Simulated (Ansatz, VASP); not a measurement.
## Cross-check of KI between VASP and Ansatz

One calculation is typed for both programs; each brings its own data sets and cutoff. How far apart do they land? The cell is taken from a series of VASP runs on this material, whose earlier steps may have relaxed, scaled or displaced it; both programs get it as it stands.

Calculated with Ansatz 0.2.0; plane waves, with VASP 6.6.1 beside it; zone-centre phonons at LDA.

**1. The structure**

The structure is cubic, space group Fm-3m (No. 225). The conventional cell has a = 6.895 Å, b = 6.895 Å, c = 6.895 Å, α = 90.00°, β = 90.00°, γ = 90.00°. Nearest to I lie 6 K at 3.45 Å. Nearest to K lie 6 I at 3.45 Å. Farther neighbours and most contacts between anions are not listed.

**2. VASP: zone-centre phonons, LDA**

Second derivatives magnify differences that forces hide, and they need a tight electronic threshold.

Lines of VASP's logs that name or quote its potential files are left out, and so is its time.

Contents of INCAR:

```
SYSTEM = KI
PREC = Accurate
ENCUT = 500
EDIFF = 1E-08
NELM = 100
ISMEAR = 0
SIGMA = 0.03
LREAL = .FALSE.
ALGO = Normal
GGA = CA
NBANDS = 14
LORBIT = 11
LWAVE = .FALSE.
LCHARG = .FALSE.
KPAR = 4
IBRION = 8
LEPSILON = .TRUE.
LPEAD = .TRUE.
ISIF = 2
```

Contents of POSCAR:

```
KI
1.0
    0.0000000000      3.4475043505      3.4475043505
    3.4475043505      0.0000000000      3.4475043505
    3.4475043505      3.4475043505      0.0000000000
I K
1 1
Direct
    0.5000000000      0.5000000000      0.5000000000
    0.0000000000      0.0000000000      0.0000000000
```

Contents of KPOINTS:

```
Automatic mesh
0
Gamma
10 10 10
0 0 0
```

The projector-augmented-wave data sets are I and K_sv (LDA family, release 64).

Launch:

```bash
mpirun -np 4 vasp_std
```

Numbers of over 12 decimals in the logs are rounded to 6 here.

What it wrote:

```text
[banner, memory and clock lines left out]
running    4 mpi-ranks, on    1 nodes
 distrk:  each k-point on    1 cores,    4 groups
 distr:  one band on    1 cores,    1 groups

 POSCAR found type information on POSCAR I K
 POSCAR found :  2 types and       2 ions
 LDA part: xc-table for (Slater(with rela. corr.)+CA(PZ))
 , standard interpolation
 POSCAR, INCAR and KPOINTS ok, starting setup
 FFT: planning ... GRIDC
 FFT: planning ... GRID_SOFT
 FFT: planning ... GRID
 WAVECAR not read
 entering main loop
       N       E                     dE             d eps       ncg     rms          rms(c)
DAV:   1     0.919726940548E+02    0.91973E+02   -0.63826E+03  1316   0.948E+02
DAV:   2    -0.451267481504E+00   -0.92424E+02   -0.85297E+02  1672   0.237E+02
DAV:   3    -0.598104839569E+01   -0.55298E+01   -0.55013E+01  1846   0.487E+01
DAV:   4    -0.625185022864E+01   -0.27080E+00   -0.27069E+00  2156   0.102E+01
DAV:   5    -0.625372207772E+01   -0.18718E-02   -0.18718E-02  1822   0.893E-01    0.378E+00
DAV:   6    -0.617654782387E+01    0.77174E-01   -0.83442E-02  1580   0.194E+00    0.262E+00
DAV:   7    -0.616279602494E+01    0.13752E-01   -0.87455E-02  1664   0.172E+00    0.829E-01
DAV:   8    -0.616291882169E+01   -0.12280E-03   -0.13378E-02  1490   0.893E-01    0.236E-01
DAV:   9    -0.616287490232E+01    0.43919E-04   -0.39131E-04  1780   0.128E-01    0.121E-01
DAV:  10    -0.616291061283E+01   -0.35711E-04   -0.23104E-04  1680   0.703E-02    0.883E-02
DAV:  11    -0.616290043359E+01    0.10179E-04   -0.66212E-05  1382   0.475E-02    0.939E-03
DAV:  12    -0.616290062592E+01   -0.19233E-06   -0.24441E-06  1712   0.123E-02    0.386E-03
DAV:  13    -0.616290074377E+01   -0.11784E-06   -0.19980E-07  1676   0.314E-03    0.605E-03
DAV:  14    -0.616290072832E+01    0.15449E-07   -0.11873E-07  1622   0.180E-03    0.684E-04
DAV:  15    -0.616290072892E+01   -0.60095E-09   -0.69447E-09  1028   0.556E-04
   1 F= -.61629007E+01 E0= -.61629007E+01  d E =-.103674E-22
 Linear response reoptimize wavefunctions to high precision
DAV:   1    -0.616290072899E+01   -0.70486E-10   -0.10429E-09  1098   0.252E-04
DAV:   2    -0.616290072901E+01   -0.18645E-10   -0.20516E-10   694   0.116E-04
 Linear response to external field (no local field effect), progress :
  Direction:   1
       N       E                     dE             d eps       ncg     rms          rms(c)
RMM:   1    -0.610179494755E+00   -0.61018E+00   -0.12866E+00  1367   0.368E+00
RMM:   2    -0.637291086790E+00   -0.27112E-01   -0.86682E-02  1538   0.108E+00
RMM:   3    -0.642403228974E+00   -0.51121E-02   -0.14947E-02  1716   0.388E-01
RMM:   4    -0.643196075761E+00   -0.79285E-03   -0.22450E-03  1669   0.135E-01
RMM:   5    -0.643316871213E+00   -0.12080E-03   -0.43522E-04  1703   0.562E-02
RMM:   6    -0.643334313581E+00   -0.17442E-04   -0.98519E-05  1708   0.240E-02
RMM:   7    -0.643337705046E+00   -0.33915E-05   -0.80661E-06  1614   0.942E-03
RMM:   8    -0.643338244097E+00   -0.53905E-06   -0.21702E-04  1596   0.428E-03
RMM:   9    -0.643338351671E+00   -0.10757E-06    0.30587E-05  1541   0.169E-03
RMM:  10    -0.643338372287E+00   -0.20616E-07   -0.50106E-05  1437   0.743E-04
RMM:  11    -0.643338374717E+00   -0.24305E-08    0.67796E-06  1151   0.319E-04
RMM:  12    -0.643338375781E+00   -0.10633E-08   -0.10122E-05   912   0.155E-04
RMM:  13    -0.643338375073E+00    0.70820E-09    0.14225E-06   719   0.824E-05
RMM:  14    -0.643338368131E+00    0.69417E-08   -0.18069E-06   506   0.560E-05
RMM:  15    -0.643338364752E+00    0.33788E-08    0.27081E-07   272   0.473E-05
RMM:  16    -0.643338364766E+00   -0.13950E-10   -0.41936E-10   192   0.461E-05
 change of polarisation eV/A/(eV/A) component  1 :     1.287     0.225     0.087
 dielectric tensor                  component  1 :     3.841     0.496     0.192
 Linear response to external field (no local field effect), progress :
  Direction:   2
       N       E                     dE             d eps       ncg     rms          rms(c)
RMM:   1    -0.561986290488E+00   -0.56199E+00   -0.12052E+00  1375   0.352E+00
RMM:   2    -0.582150041310E+00   -0.20164E-01   -0.63613E-02  1507   0.967E-01
RMM:   3    -0.585723558612E+00   -0.35735E-02   -0.11377E-02  1712   0.340E-01
RMM:   4    -0.586286692476E+00   -0.56313E-03   -0.17209E-03  1691   0.114E-01
RMM:   5    -0.586370909656E+00   -0.84217E-04   -0.31386E-04  1737   0.461E-02
RMM:   6    -0.586382470945E+00   -0.11561E-04   -0.60501E-05  1749   0.191E-02
RMM:   7    -0.586384493465E+00   -0.20225E-05   -0.20509E-05  1654   0.720E-03
RMM:   8    -0.586384823666E+00   -0.33020E-06   -0.12795E-04  1652   0.319E-03
RMM:   9    -0.586384886608E+00   -0.62942E-07    0.21640E-06  1569   0.126E-03
RMM:  10    -0.586384895539E+00   -0.89310E-08   -0.31890E-05  1479   0.549E-04
RMM:  11    -0.586384897077E+00   -0.15383E-08    0.21845E-06  1142   0.234E-04
RMM:  12    -0.586384897203E+00   -0.12647E-09   -0.60412E-06   916   0.118E-04
[...]
RMM:  16    -0.458938611559E+00   -0.13276E-11   -0.51942E-08   152   0.444E-05
 change of polarisation eV/A/(eV/A) component  3 :     0.087    -0.128     0.918
 dielectric tensor                  component  3 :     0.192    -0.283     3.027
 Linear response to external field, progress :
  Direction:   1
       N       E                     dE             d eps       ncg     rms          rms(c)
[...]
RMM:  13    -0.521482798551E+00   -0.26641E-06    0.15194E-05  7179   0.694E-04    0.697E-05
RMM:  14    -0.521482812291E+00   -0.13740E-07    0.61619E-06  6515   0.303E-04    0.954E-05
RMM:  15    -0.521482500670E+00    0.31162E-06    0.45954E-06  5633   0.184E-04    0.918E-05
RMM:  16    -0.521482585124E+00   -0.84454E-07    0.18167E-06  4809   0.102E-04    0.571E-05
RMM:  17    -0.521482570187E+00    0.14937E-07    0.13080E-06  3472   0.623E-05    0.506E-05
RMM:  18    -0.521482510252E+00    0.59935E-07    0.56117E-07  3178   0.497E-05    0.120E-05
RMM:  19    -0.521482469441E+00    0.40811E-07    0.33343E-07  2792   0.438E-05    0.105E-05
RMM:  20    -0.521482449130E+00    0.20310E-07    0.14342E-07  2601   0.413E-05    0.155E-06
 change of polarisation eV/A/(eV/A) component  2 :     0.092     0.936    -0.013
 dielectric tensor                  component  2 :     0.202     3.066    -0.030
 Linear response to external field, progress :
  Direction:   3
       N       E                     dE             d eps       ncg     rms          rms(c)
RMM:   1    -0.537218869030E+00   -0.53722E+00   -0.10654E+00  2903   0.353E+00
RMM:   2    -0.558027393941E+00   -0.20809E-01   -0.71128E-02  3183   0.986E-01    0.176E+00
RMM:   3    -0.494765138287E+00    0.63262E-01   -0.96824E-02  4375   0.134E+00    0.791E-01
RMM:   4    -0.505127689456E+00   -0.10363E-01   -0.79408E-02  6141   0.113E+00    0.184E-01
RMM:   5    -0.518611712223E+00   -0.13484E-01   -0.77905E-03  6016   0.371E-01    0.389E-02
RMM:   6    -0.520531614537E+00   -0.19199E-02   -0.27081E-03  6912   0.164E-01    0.319E-02
RMM:   7    -0.521185483511E+00   -0.65387E-03   -0.65480E-04  6618   0.615E-02    0.240E-02
RMM:   8    -0.521349072657E+00   -0.16359E-03    0.33588E-05  6498   0.310E-02    0.684E-03
RMM:   9    -0.521495950211E+00   -0.14688E-03    0.10958E-04  7043   0.147E-02    0.548E-03
RMM:  10    -0.521490083284E+00    0.58669E-05    0.67794E-05  7189   0.696E-03    0.136E-03
RMM:  11    -0.521487392044E+00    0.26912E-05    0.53532E-05  7087   0.332E-03    0.101E-03
RMM:  12    -0.521484482486E+00    0.29096E-05    0.25159E-05  7133   0.160E-03    0.319E-04
RMM:  13    -0.521484685792E+00   -0.20331E-06    0.15691E-05  7169   0.703E-04    0.661E-05
RMM:  14    -0.521484584226E+00    0.10157E-06    0.74996E-06  6513   0.304E-04    0.109E-04
RMM:  15    -0.521484367253E+00    0.21697E-06    0.48389E-06  5590   0.185E-04    0.864E-05
RMM:  16    -0.521484379104E+00   -0.11850E-07    0.22444E-06  4610   0.100E-04    0.485E-05
RMM:  17    -0.521484375583E+00    0.35205E-08    0.13899E-06  3507   0.645E-05    0.472E-05
RMM:  18    -0.521484363234E+00    0.12349E-07    0.69853E-07  3110   0.520E-05    0.385E-05
RMM:  19    -0.521484280096E+00    0.83138E-07    0.37061E-07  2900   0.468E-05    0.737E-06
 change of polarisation eV/A/(eV/A) component  3 :     0.006     0.062     0.936
 dielectric tensor                  component  3 :     0.012     0.137     3.066
 Linear response DOF=           2
 Linear response progress:
  Degree of freedom:   1/  2
       N       E                     dE             d eps       ncg     rms          rms(c)
RMM:   1    -0.866318450948E-01   -0.86632E-01    0.52874E-02  6509   0.101E+00
RMM:   2    -0.862624381732E-01    0.36941E-03   -0.18715E-03  5228   0.253E-01    0.386E-02
RMM:   3    -0.865408021320E-01   -0.27836E-03   -0.23872E-04  5716   0.697E-02    0.282E-02
RMM:   4    -0.867513288105E-01   -0.21053E-03   -0.45147E-05  5896   0.253E-02    0.109E-02
RMM:   5    -0.868826868874E-01   -0.13136E-03   -0.13083E-05  5997   0.128E-02    0.363E-03
RMM:   6    -0.868910883075E-01   -0.84014E-05   -0.24366E-06  6373   0.542E-03    0.208E-03
RMM:   7    -0.868861749312E-01    0.49134E-05   -0.39861E-07  6666   0.198E-03    0.387E-04
RMM:   8    -0.868872138582E-01   -0.10389E-05    0.72906E-06  6883   0.873E-04    0.180E-04
RMM:   9    -0.868863012438E-01    0.91261E-06    0.40587E-07  6831   0.405E-04    0.210E-04
RMM:  10    -0.868868878546E-01   -0.58661E-06    0.60194E-06  6922   0.202E-04    0.592E-05
RMM:  11    -0.868867540863E-01    0.13377E-06    0.24327E-07  7083   0.903E-05    0.393E-05
RMM:  12    -0.868867085648E-01    0.45522E-07    0.43524E-07  7183   0.366E-05    0.201E-05
RMM:  13    -0.868866974521E-01    0.11113E-07    0.23773E-07  6967   0.144E-05    0.124E-05
RMM:  14    -0.868866692129E-01    0.28239E-07    0.16102E-07  6735   0.701E-06    0.398E-06
RMM:  15    -0.868866672132E-01    0.19997E-08   -0.20068E-08  5912   0.303E-06    0.320E-06
 first order change of Fermi-energy  -0.11918E-03
 force on displaced ion       1 direction 1 :  -1.262   0.000   0.000
 Born effective charge ion    1 direction 1 :  -1.117   0.000   0.000
 Linear response progress:
  Degree of freedom:   2/  2
       N       E                     dE             d eps       ncg     rms          rms(c)
RMM:   1    -0.311454594385E+00   -0.31145E+00    0.21446E-01  4288   0.428E+00
RMM:   2    -0.309318165646E+00    0.21364E-02   -0.30324E-02  5292   0.112E+00    0.349E-02
RMM:   3    -0.311489313088E+00   -0.21711E-02   -0.49936E-03  6208   0.336E-01    0.371E-02
RMM:   4    -0.311587421370E+00   -0.98108E-04   -0.15258E-04  6454   0.658E-02    0.315E-02
RMM:   5    -0.311608177673E+00   -0.20756E-04   -0.31308E-05  6056   0.326E-02    0.307E-03
RMM:   6    -0.311608311206E+00   -0.13353E-06   -0.59561E-06  6741   0.118E-02    0.197E-03
RMM:   7    -0.311606327987E+00    0.19832E-05   -0.13226E-06  6704   0.495E-03    0.614E-04
RMM:   8    -0.311606145803E+00    0.18218E-06   -0.17285E-07  6994   0.209E-03    0.395E-04
RMM:   9    -0.311606319903E+00   -0.17410E-06   -0.14466E-09  6791   0.991E-04    0.487E-05
RMM:  10    -0.311606308652E+00    0.11251E-07    0.32720E-07  7348   0.455E-04    0.259E-05
RMM:  11    -0.311606207752E+00    0.10090E-06    0.14804E-07  7246   0.232E-04    0.372E-05
RMM:  12    -0.311606149265E+00    0.58487E-07    0.23559E-07  6983   0.129E-04    0.291E-05
RMM:  13    -0.311606015889E+00    0.13338E-06    0.32857E-08  6704   0.789E-05    0.642E-06
RMM:  14    -0.311606004901E+00    0.10988E-07    0.98761E-08  6872   0.489E-05    0.559E-06
RMM:  15    -0.311606001182E+00    0.37192E-08    0.23869E-08  6560   0.299E-05    0.566E-06
 first order change of Fermi-energy   0.42116E-04
 force on displaced ion       2 direction 1 :  -1.265   0.000   0.000
 Born effective charge ion    2 direction 1 :   1.117   0.000   0.000
 Born effective charges drift removed
 Linear response finished
```

Parts of OUTCAR (step 2):

```text
ion  position               nearest neighbor table
   1  0.500  0.500  0.500-   2 3.45   2 3.45   2 3.45   2 3.45   2 3.45   2 3.45
   2  0.000  0.000  0.000-   1 3.45   1 3.45   1 3.45   1 3.45   1 3.45   1 3.45

  LATTYP: Found a face centered cubic cell.
 ALAT       =     6.8950087010

 Subroutine GETGRP returns: Found 48 space group operations
 (whereof 48 operations were pure point group operations)

The static configuration has the point symmetry O_h .

 Found     47 irreducible k-points:

   k-points           NKPTS =     47   k-points in BZ     NKDIM =     47   number of bands    NBANDS=     14

   dimension x,y,z NGX =    36 NGY =   36 NGZ =   36
   dimension x,y,z NGXF=    72 NGYF=   72 NGZF=   72

   ENCUT  =  500.0 eV  36.75 Ry    6.06 a.u.   8.89  8.89  8.89*2*pi/ulx,y,z

   NELECT =      16.0000    total number of electrons

 k-points in reciprocal lattice and weights: Automatic mesh
   0.00000000  0.00000000  0.00000000       0.001
   0.10000000  0.00000000  0.00000000       0.008
   0.20000000  0.00000000  0.00000000       0.008
   0.30000000  0.00000000  0.00000000       0.008
   0.40000000  0.00000000  0.00000000       0.008
   0.50000000  0.00000000  0.00000000       0.004
   0.10000000  0.10000000  0.00000000       0.006
   0.20000000  0.10000000  0.00000000       0.024
   0.30000000  0.10000000  0.00000000       0.024
[...]
-0.30000000  0.40000000  0.20000000       0.024
  -0.30000000  0.50000000  0.20000000       0.012

 average (electrostatic) potential at core
       1 -94.6105       2 -35.2100

  Total       -0.2280967     -0.2280967     -0.2280967     -0.0000000      0.0000000     -0.0000000
  in kB       -4.4594894     -4.4594894     -4.4594894     -0.0000000      0.0000000     -0.0000000
  external PRESSURE =      -4.4594894 kB  Pullay stress =       0.0000000 kB

  energy-cutoff  :      500.00
  volume of cell :       81.95
      direct lattice vectors                 reciprocal lattice vectors
     0.000000000  3.447504351  3.447504351    -0.145032449  0.145032449  0.145032449
     3.447504351  0.000000000  3.447504351     0.145032449 -0.145032449  0.145032449
     3.447504351  3.447504351  0.000000000     0.145032449  0.145032449 -0.145032449

 POSITION                                       TOTAL-FORCE (eV/Angst)
 -----------------------------------------------------------------------------------
      3.44750      3.44750      3.44750        -0.000000     -0.000000      0.000000
      0.00000      0.00000      0.00000         0.000000      0.000000      0.000000
 -----------------------------------------------------------------------------------
    total drift:                                0.000000      0.000000      0.000000

 MACROSCOPIC STATIC DIELECTRIC TENSOR (including local field effects in DFT)
 ------------------------------------------------------
           3.066022     0.000000    -0.000000
           0.000000     3.066022    -0.000000
           0.000000     0.000000     3.066022
 ------------------------------------------------------

 PIEZOELECTRIC TENSOR (including local field effects)  for field in x, y, z        (C/m^2)
          XX          YY          ZZ          XY          YZ          ZX
  --------------------------------------------------------------------------------
  x     0.00000     0.00000     0.00000     0.00000     0.00000     0.00000
  y     0.00000     0.00000     0.00000     0.00000     0.00000     0.00000
  z     0.00000     0.00000     0.00000     0.00000     0.00000     0.00000

 BORN EFFECTIVE CHARGES (including local field effects) (in |e|, cummulative output)
 ---------------------------------------------------------------------------------
 ion    1
    1    -1.11684    -0.00000     0.00000
    2     0.00000    -1.11684     0.00000
    3     0.00000     0.00000    -1.11684
 ion    2
    1     1.11684     0.00000     0.00000
    2    -0.00000     1.11684     0.00000
    3     0.00000     0.00000     1.11684

 Eigenvectors and eigenvalues of the dynamical matrix
 ----------------------------------------------------

   1 f  =    3.215433 THz    20.203159 2PiTHz  107.255287 cm-1    13.297955 meV
             X         Y         Z           dx          dy          dz
      3.447504  3.447504  3.447504     0.484826    0.000000   -0.000000
      0.000000  0.000000  0.000000    -0.874610    0.000000   -0.000000

   2 f  =    3.215433 THz    20.203159 2PiTHz  107.255287 cm-1    13.297955 meV
             X         Y         Z           dx          dy          dz
      3.447504  3.447504  3.447504     0.000000   -0.484826    0.000000
      0.000000  0.000000  0.000000     0.000000    0.874610    0.000000

   3 f  =    3.215433 THz    20.203159 2PiTHz  107.255287 cm-1    13.297955 meV
             X         Y         Z           dx          dy          dz
      3.447504  3.447504  3.447504     0.000000    0.000000   -0.484826
      0.000000  0.000000  0.000000     0.000000   -0.000000    0.874610

   4 f/i=    0.001784 THz     0.011209 2PiTHz    0.059507 cm-1     0.007378 meV
             X         Y         Z           dx          dy          dz
      3.447504  3.447504  3.447504     0.469810   -0.564863   -0.474501
      0.000000  0.000000  0.000000     0.260432   -0.313123   -0.263032

   5 f/i=    0.001784 THz     0.011209 2PiTHz    0.059507 cm-1     0.007378 meV
             X         Y         Z           dx          dy          dz
      3.447504  3.447504  3.447504     0.737713    0.359166    0.302857
      0.000000  0.000000  0.000000     0.408940    0.199098    0.167884

   6 f/i=    0.001784 THz     0.011209 2PiTHz    0.059507 cm-1     0.007378 meV
             X         Y         Z           dx          dy          dz
      3.447504  3.447504  3.447504     0.000741    0.562915   -0.669380
      0.000000  0.000000  0.000000     0.000411    0.312043   -0.371060

 MACROSCOPIC STATIC DIELECTRIC TENSOR IONIC CONTRIBUTION
 ------------------------------------------------------
           2.179772     0.000000     0.000000
           0.000000     2.179772     0.000000
           0.000000     0.000000     2.179772
 ------------------------------------------------------

 ELASTIC MODULI CONTR FROM IONIC RELAXATION (kBar)
 Direction    XX          YY          ZZ          XY          YZ          ZX
 --------------------------------------------------------------------------------
 XX           0.0000      0.0000      0.0000      0.0000      0.0000      0.0000
 YY           0.0000      0.0000      0.0000      0.0000      0.0000      0.0000
 ZZ           0.0000      0.0000      0.0000      0.0000      0.0000      0.0000
 XY           0.0000      0.0000      0.0000      0.0000      0.0000      0.0000
 YZ           0.0000      0.0000      0.0000      0.0000      0.0000      0.0000
 ZX           0.0000      0.0000      0.0000      0.0000      0.0000      0.0000
 --------------------------------------------------------------------------------

 PIEZOELECTRIC TENSOR IONIC CONTR  for field in x, y, z        (C/m^2)
          XX          YY          ZZ          XY          YZ          ZX
  --------------------------------------------------------------------------------
  x     0.00000     0.00000     0.00000     0.00000     0.00000     0.00000
  y     0.00000     0.00000     0.00000     0.00000     0.00000     0.00000
  z     0.00000     0.00000     0.00000     0.00000     0.00000     0.00000
```

The gap is read on the k-mesh alone, so it is an upper bound where the band edges lie off the mesh. Energies printed during the response cycles are not total energies of the cell.

(Part 1 of 2 ends here.)

[Lines on the potential files, build, host, timing and source positions are cut from VASP's logs without a mark.]

[Logs are printed without paths, hosts, clocks, repeated set-up lines and the standing remarks that a program may print on its own settings, such as how far it seeks lower states.]

[Hosts, paths, dates, database ids (printed as entryN), source tags and the programs' standing remarks are cut or masked in the printed files.]
